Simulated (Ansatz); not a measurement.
# ZrN at several levels of theory

One geometry, relaxed with PBE, and single points on it; plane waves with PAW potentials in Ansatz, scalar-relativistic unless the row names spin-orbit coupling. No spin polarisation. Meshes are on the primitive cell of 2 atoms. Gaps are the least over mesh and band path; pressure is positive in compression. Smearing is Gaussian, 0.10 eV.

```xyz
2
Lattice="0.0000 2.2974 2.2974 2.2974 0.0000 2.2974 2.2974 2.2974 0.0000" Properties=species:S:1:pos:R:3 pbc="T T T"
Zr    2.2974    2.2974    2.2974
N     0.0000    0.0000    0.0000
```

```tsv
level	cutoff (eV)	k mesh	gap (eV)	pressure (GPa)	rough cost with bands (core-min)
PBE	420	16×16×16	0	0.0	0.4
```

Task: What do r2SCAN, PBE with spin-orbit coupling, PBEsol give on the same cell?

Result:
| level | cutoff (eV) | k mesh | gap (eV) | pressure (GPa) | rough cost with bands (core-min) |
| --- | --- | --- | --- | --- | --- |
| r2SCAN | 500 | 16×16×16 | 0 | -1.5 | 0.5 |
| PBE with spin-orbit coupling | 420 | 16×16×16 | 0 | 0.0 | 0.4 |
| PBEsol | 420 | 16×16×16 | 0 | -7.1 | 0.4 |

Spin polarisation was left out, and a magnetic state may lie lower.